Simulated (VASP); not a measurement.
# CdSe (F-43m) in VASP: further runs

One crystal, CdSe, is run at these levels: PBEsol, r2SCAN, LDA; tasks: single point.

Program: VASP 6.6.1. These are calculated values, not measurements. Logs are shortened: lines on timing, memory, paths and dates and some standing lists are left out, and cuts for length are marked.

### 1 The crystal as given

The structure is cubic, space group F-43m (No. 216). Conventional cell: a = 6.141 Å, b = 6.141 Å, c = 6.141 Å, α = 90.00°, β = 90.00°, γ = 90.00°. Around Cd (site symmetry -43m) lie 4 Se at 2.66 Å. Se (site symmetry -43m) is surrounded by 4 Cd at 2.66 Å.

Measurements of this composition are mostly on another form, of space group No. 186.

### 2 Single point, PBEsol

Input file INCAR:

```
PREC = Accurate
ENCUT = 520
EDIFF = 1E-7
ISMEAR = -1
SIGMA = 0.03
LREAL = False
LASPH = True
NELM = 100
ALGO = Fast
ISIF = 2
LWAVE = False
LCHARG = False
GGA = PS
NBANDS = 16
```

Input file KPOINTS:

```
regular mesh
0
Gamma
  8 8 8
```

Input file POSCAR:

```
CdSe
1.0
    0.0000000000      3.0702711986      3.0702711986
    3.0702711986      0.0000000000      3.0702711986
    3.0702711986      3.0702711986      0.0000000000
Cd Se
1 1
Direct
    0.0000000000      0.0000000000      0.0000000000
    0.2500000000      0.2500000000      0.2500000000
```

Potentials or basis: VASP PAW PBE potentials, release 64 (Cd, Se).

The run is started by

```console
cat potpaw_PBE.64/Cd/POTCAR potpaw_PBE.64/Se/POTCAR > POTCAR
mpirun -np 1 vasp_std > vasp.out
```

OUTCAR:

```text
PREC = Accurate
   ENCUT = 520
   EDIFF = 1E-7
   ISMEAR = -1
   LREAL = False
   LASPH = True
   NELM = 100
   ISIF = 2
   GGA = PS

 ion  position               nearest neighbor table
   1  0.000  0.000  0.000-   2 2.66   2 2.66   2 2.66   2 2.66
   2  0.250  0.250  0.250-   1 2.66   1 2.66   1 2.66   1 2.66

  LATTYP: Found a face centered cubic cell.
 ALAT       =     6.1405423972

  Lattice vectors:

 A1 = (   0.0000000000,   3.0702711986,   3.0702711986)
 A2 = (   3.0702711986,   0.0000000000,   3.0702711986)
 A3 = (   3.0702711986,   3.0702711986,   0.0000000000)

Analysis of symmetry for initial positions (statically):
=====================================================================
 Subroutine PRICEL returns:
 Original cell was already a primitive cell.

 Routine SETGRP: Setting up the symmetry group for a
 face centered cubic supercell.

 Subroutine GETGRP returns: Found 24 space group operations
 (whereof 24 operations were pure point group operations)
 out of a pool of 48 trial point group operations.

The static configuration has the point symmetry T_d .

Analysis of symmetry for dynamics (positions and initial velocities):
=====================================================================
 Subroutine PRICEL returns:
 Original cell was already a primitive cell.

 Routine SETGRP: Setting up the symmetry group for a
 face centered cubic supercell.

 Subroutine GETGRP returns: Found 24 space group operations
 (whereof 24 operations were pure point group operations)
 out of a pool of 48 trial point group operations.

The dynamic configuration has the point symmetry T_d .

 Subroutine INISYM returns: Found 24 space group operations
 (whereof 24 operations are pure point group operations),
 and found     1 'primitive' translations

----------------------------------------------------------------------------------------

                                     Primitive cell

  volume of cell :      57.8842

  direct lattice vectors                    reciprocal lattice vectors
     0.000000000  3.070271199  3.070271199    -0.162852063  0.162852063  0.162852063
     3.070271199  0.000000000  3.070271199     0.162852063 -0.162852063  0.162852063
     3.070271199  3.070271199  0.000000000     0.162852063  0.162852063 -0.162852063

  length of vectors
     4.342019169  4.342019169  4.342019169     0.282068048  0.282068048  0.282068048

  position of ions in fractional coordinates (direct lattice)
     0.000000000  0.000000000  0.000000000
     0.250000000  0.250000000  0.250000000

  ion indices of the primitive-cell ions
   primitive index   ion index
                 1           1
                 2           2

----------------------------------------------------------------------------------------

 KPOINTS: regular mesh

Automatic generation of k-mesh.
 Grid dimensions read from file:
 generate k-points for:    8    8    8

 Generating k-lattice:

  Cartesian coordinates                     Fractional coordinates (reciprocal lattice)
    -0.020356508  0.020356508  0.020356508     0.125000000  0.000000000  0.000000000
     0.020356508 -0.020356508  0.020356508     0.000000000  0.125000000  0.000000000
     0.020356508  0.020356508 -0.020356508     0.000000000  0.000000000  0.125000000

  Length of vectors
     0.035258506  0.035258506  0.035258506

  Shift w.r.t. Gamma in fractional coordinates (k-lattice)
     0.000000000  0.000000000  0.000000000

 Subroutine IBZKPT returns following result:
 ===========================================

 Found     29 irreducible k-points:

 Following reciprocal coordinates:
            Coordinates               Weight
  0.000000  0.000000  0.000000      1.000000
  0.125000  0.000000  0.000000      8.000000
  0.250000  0.000000  0.000000      8.000000
  0.375000  0.000000  0.000000      8.000000
  0.500000  0.000000  0.000000      4.000000
  0.125000  0.125000  0.000000      6.000000
[... 16 lines left out ...]
  0.500000  0.250000  0.125000     48.000000
 -0.375000  0.250000  0.125000     24.000000
 [... further k-points ...]
   k-points           NKPTS =     29   k-points in BZ     NKDIM =     29   number of bands    NBANDS=     16
   number of dos      NEDOS =    301   number of ions     NIONS =      2
   total plane-waves  NPLWV =  32768
   dimension x,y,z NGX =    32 NGY =   32 NGZ =   32
   dimension x,y,z NGXF=    64 NGYF=   64 NGZF=   64
   ions per type =               1   1
   NGX,Y,Z   is equivalent  to a cutoff of  12.25, 12.25, 12.25 a.u.
   NGXF,Y,Z  is equivalent  to a cutoff of  24.50, 24.50, 24.50 a.u.
 SYSTEM =  unknown system
   PREC   = accura    normal or accurate (medium, high low for compatibility)
   ISTART =      0    job   : 0-new  1-cont  2-samecut
   ICHARG =      2    charge: 1-file 2-atom 10-const
   ISPIN  =      1    spin polarized calculation?
   LNONCOLLINEAR =      F non collinear calculations
   LSORBIT =      F    spin-orbit coupling
   LASPH  =      T    aspherical Exc in radial PAW
   ENCUT  =  520.0 eV  38.22 Ry    6.18 a.u.   8.07  8.07  8.07*2*pi/ulx,y,z
   NELM   =    100;   NELMIN=  2; NELMDL= -5     # of ELM steps
   EDIFF  = 0.1E-06   stopping-criterion for ELM
   LREAL  =      F    real-space projection
   EDIFFG = 0.1E-05   stopping-criterion for IOM
   NSW    =      0    number of steps for IOM
   IBRION =     -1    ionic relax: 0-MD 1-quasi-New 2-CG
   NFREE  =      0    steps in history (QN), initial steepest desc. (CG)
   ISIF   =      2    stress and relaxation
   ISYM   =      2    0-nonsym 1-usesym 2-fastsym
   POTIM  = 0.5000    time-step for ionic-motion
   TEBEG  =    0.0;   TEEND  =   0.0 temperature during run
   PSTRESS=    0.0 pullay stress
   NELECT =      18.0000    total number of electrons
   NUPDOWN=      -1.0000    fix difference up-down
   EMIN   =  10.00;   EMAX   =-10.00  energy-range for DOS
   EFERMI =   0.00;   METHOD = LEGACY
   ISMEAR =    -1;   SIGMA  =   0.03  broadening in eV -4-tet -1-fermi 0-gaus
   EFERMI_NEDOS =   21; number of points for ismear=-14 and -15
   IALGO  =     68    algorithm
   IMIX   =      4    mixing-type and parameters
     AMIX     =   0.40;   BMIX     =  1.00
     AMIX_MAG =   1.60;   BMIX_MAG =  1.00
  volume/ion in A,a.u.               =      28.94       195.31
  Fermi-wavevector in a.u.,A,eV,Ry     =   1.109121  2.095935 16.737199  1.230149
  Thomas-Fermi vector in A             =   2.245657
   LORBIT       =      0    0 simple, 1 ext, 2 COOP (PROOUT), +10 PAW based schemes
   GGA     = PS    functional components
   LHFCALC =     F    Hartree Fock is set to
   AEXX    =    0.0000 exact exchange contribution
   IVDW    =     0    specifies the selected vdW correction
   LEPSILON=     F    determine dielectric tensor
   LRPA    =     F    only Hartree local field effects (RPA)
 non-spin polarized calculation
 RMM-DIIS sequential band-by-band and
  energy-cutoff  :      520.00
  volume of cell :       57.88
 maximum number of plane-waves:      1588
   NGX = 17   NGY = 17   NGZ = 17

 number of electron      18.0000008 magnetization

 Free energy of the ion-electron system (eV)
  ---------------------------------------------------
  ext. energy  EPLUGINS =         0.00000000
  ---------------------------------------------------
  free energy    TOTEN  =        -6.17290242 eV

  energy without entropy =       -6.17289950  energy(sigma->0) =       -6.17290096

 E-fermi :   0.8209     XC(G=0):  -8.9692

 val. band max:        0.5897013331   @ k =   0.0000   0.0000   0.0000
 cond. band min:       1.0159250998   @ k =   0.0000   0.0000   0.0000
 fundamental gap:      0.4262237667
 Fermi energy:         0.8208603570

 k-point     1 :       0.0000    0.0000    0.0000
  band No.  band energies     occupation
      1     -11.8767      2.00000
      2      -7.2290      2.00000
      3      -7.2290      2.00000
      4      -7.2290      2.00000
      5      -6.8780      2.00000
      6      -6.8780      2.00000
[... 8 lines left out ...]
     15      11.5879      0.00000
     16      11.5879      0.00000

 k-point     2 :       0.1250    0.0000    0.0000
  band No.  band energies     occupation
      1     -11.8256      2.00000
      2      -7.2129      2.00000
      3      -7.2129      2.00000
      4      -7.1833      2.00000
      5      -6.8788      2.00000
      6      -6.8788      2.00000
[... 8 lines left out ...]
     15      10.8018      0.00000
     16      10.8076      0.00000

 k-point     3 :       0.2500    0.0000    0.0000
  band No.  band energies     occupation
      1     -11.7007      2.00000
      2      -7.1777      2.00000
      3      -7.1777      2.00000
      4      -7.0291      2.00000
      5      -6.8760      2.00000
      6      -6.8760      2.00000
[... 8 lines left out ...]
     15      10.5525      0.00000
     16      10.5525      0.00000

 k-point     4 :       0.3750    0.0000    0.0000
  band No.  band energies     occupation
      1     -11.5742      2.00000
      2      -7.1497      2.00000
      3      -7.1497      2.00000
      4      -6.8642      2.00000
      5      -6.8642      2.00000
      6      -6.7714      2.00000
[... 8 lines left out ...]
     15      11.4103      0.00000
     16      11.4103      0.00000
[... 324 lines left out ...]
 k-point    22 :       0.3750    0.2500    0.1250
  band No.  band energies     occupation
      1     -11.6083      2.00000
      2      -7.1388      2.00000
      3      -7.1207      2.00000
      4      -6.9799      2.00000
      5      -6.8700      2.00000
      6      -6.8349      2.00000
[... 8 lines left out ...]
     15      11.9684      0.00000
     16      13.0424      0.00000

 k-point    23 :       0.5000    0.2500    0.1250
  band No.  band energies     occupation
      1     -11.5078      2.00000
      2      -7.1120      2.00000
      3      -7.0954      2.00000
      4      -6.9204      2.00000
      5      -6.8575      2.00000
      6      -6.6567      2.00000
[... 8 lines left out ...]
     15      12.2596      0.00000
     16      12.9899      0.00000

 k-point    24 :      -0.3750    0.2500    0.1250
  band No.  band energies     occupation
      1     -11.4663      2.00000
      2      -7.1071      2.00000
      3      -7.0839      2.00000
      4      -6.8965      2.00000
      5      -6.8627      2.00000
      6      -6.5249      2.00000
[... 8 lines left out ...]
     15      12.0672      0.00000
     16      13.0269      0.00000

 [... further k-points ...]
[... 5 lines left out ...]
  --------------------------------------------------------------------------------------
  -------------------------------------------------------------------------------------
  Total       -0.4018095     -0.4018095     -0.4018095     -0.0000000      0.0000000     -0.0000000
  in kB      -11.1216833    -11.1216833    -11.1216833     -0.0000000      0.0000000     -0.0000000
  external PRESSURE =     -11.1216833 kB  Pullay stress =       0.0000000 kB

 VOLUME and BASIS-vectors are now :
 -----------------------------------------------------------------------------
  energy-cutoff  :      520.00
  volume of cell :       57.88
      direct lattice vectors                 reciprocal lattice vectors
     0.000000000  3.070271199  3.070271199    -0.162852063  0.162852063  0.162852063
     3.070271199  0.000000000  3.070271199     0.162852063 -0.162852063  0.162852063
     3.070271199  3.070271199  0.000000000     0.162852063  0.162852063 -0.162852063

 POSITION                                       TOTAL-FORCE (eV/Angst)
 -----------------------------------------------------------------------------------
      0.00000      0.00000      0.00000         0.000000     -0.000000     -0.000000
      1.53514      1.53514      1.53514        -0.000000      0.000000      0.000000
 -----------------------------------------------------------------------------------
    total drift:                               -0.000000     -0.000000     -0.000000

  FREE ENERGIE OF THE ION-ELECTRON SYSTEM (eV)
  ---------------------------------------------------
  free  energy   TOTEN  =        -6.1729024159 eV

  energy  without entropy=       -6.1728994978  energy(sigma->0) =       -6.17290096
```

Run time: 12 s. Hardware: 1 thread of Intel Xeon Platinum 8488C (Sapphire Rapids), shared host; peak memory 0.18 GiB.

What came out:

* Free energy: -6.1729 eV
* Pressure: -1.1 GPa
* Band gap on the k mesh: 0.43 eV, direct

Levels at points of the mesh, in eV from the valence-band top:
```
           k point  band 6  band 7  band 8  band 9  band 10  band 11  band 12  band 13
(0.00, 0.00, 0.00)   -7.47    0.00    0.00    0.00     0.43     5.85     5.85     5.85
(0.50, 0.00, 0.00)   -7.20   -4.28   -0.72   -0.72     2.25     6.35     6.35     7.20
(0.50, 0.50, 0.00)   -7.14   -4.00   -1.78   -1.78     3.05     3.65     8.85     9.96
```

Caveat: the PAW data sets were made with another functional, which shifts forces and pressure a little. Expect the measured gap to be larger: semilocal functionals such as PBEsol lack the derivative discontinuity.

(Continued in part 2 of 2.)
